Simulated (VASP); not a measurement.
**N2: relaxation of the atoms with PBE**

The system is N2, in a box.

```xyz
2
Lattice="8.0000 0.0000 0.0000 0.0000 8.1000 0.0000 0.0000 0.0000 8.2000" Properties=species:S:1:pos:R:3 pbc="T T T"
N     4.0000    4.0500    3.5506
N     4.0000    4.0500    4.6494
```

```
Program                : VASP 6.6.1
Task                   : relaxation of the atoms
Functional             : PBE
Potentials or basis    : VASP PAW PBE potentials, release 64 (N)
Cutoff                 : 520 eV
k mesh                 : 1 × 1 × 1
Occupations            : fermi-dirac, width 0.05 eV
Spin                   : no spin polarisation
Further INCAR settings : ALGO = Normal; EDIFF = 1e-07; IBRION = 2; EDIFFG = -0.02; NSW = 40
```

The energy gained by relaxing is 8.1 meV/atom and the ionic steps are 4. The largest force after relaxing is 0.014 eV/Å and the gap between the frontier levels is 8.07 eV.

Forces in eV/Å, atoms in the order of the input:
```
N    0.000  0.000  0.014
N    0.000  0.000 -0.014
```

The path:
```tsv
step	energy change (eV)	largest force (eV/Å)	pressure (GPa)
1	0.0000	2.2982	0.23
2	1.9404	14.4332	-1.92
3	-0.0160	0.2552	-0.05
4	-0.0162	0.0136	-0.02
```

Final structure:
```cif
data_structure
_symmetry_space_group_name_H-M 'P 1'
_symmetry_Int_Tables_number 1
_cell_length_a 8.0000
_cell_length_b 8.1000
_cell_length_c 8.2000
_cell_angle_alpha 90.000
_cell_angle_beta 90.000
_cell_angle_gamma 90.000
_cell_volume 531.36
loop_
_atom_site_label
_atom_site_type_symbol
_atom_site_fract_x
_atom_site_fract_y
_atom_site_fract_z
_atom_site_occupancy
N1 N 0.50000 0.50000 0.43212 1
N2 N 0.50000 0.50000 0.56788 1
```

Levels at points of the mesh, in eV from the valence-band top:
```tsv
k point	band 2	band 3	band 4	band 5	band 6	band 7	band 8	band 9
(0.00, 0.00, 0.00)	-3.35	-1.34	-1.34	0.00	8.07	8.07	9.67	11.67
```

Run time: 44 s on 1 thread of Intel(R) Xeon(R) Platinum 8559C (Emerald Rapids), on a shared host, peak memory 0.5 GiB.

Caveat: the standard files for N, O and F lose accuracy on very short bonds. PBE gaps usually lie below the measured ones, often by a third to a half.
